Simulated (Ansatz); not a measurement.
Input and command of a plane-wave DFT calculation in Ansatz:

```yaml
crystal:
  lattice:
    - [6.019529, 0.0, 0.0]
    - [0.0, 6.019529, 0.0]
    - [0.0, 0.0, 6.2987855]
  atoms:
    - { symbol: Cs, position: [0.0, 0.0, 0.0] }
    - { symbol: Sn, position: [0.5, 0.5, 0.5] }
    - { symbol: I, position: [0.0, 0.5, 0.5] }
    - { symbol: I, position: [0.5, 0.0, 0.5] }
    - { symbol: I, position: [0.5, 0.5, 0.0] }
basis:
  ecutwfc: 420
kpoints:
  mp_grid: { grid: [6, 6, 6] }
hamiltonian:
  xc: pbe
scf:
  occupations: { method: gaussian, width: 0.03 }
output:
  forces: true
  stress: true
  eigenvalues: true
```

```bash
ansatz run input.yaml --threads 1 --pin off --max-ram 2560MiB --backend cpu --events-out ev --progress --plain --runs-dir out
```

Processor: Arm Neoverse V1, 1 thread, on a host shared with other jobs.

How long does it run, and how much memory does it take?

About 27 s on 1 thread of Arm Neoverse V1, with other jobs on the host, peak memory 0.63 GiB. It solves 45 bands at 40 k points (the mesh reduced by symmetry) with about 4489 plane waves, in 6 SCF iterations.
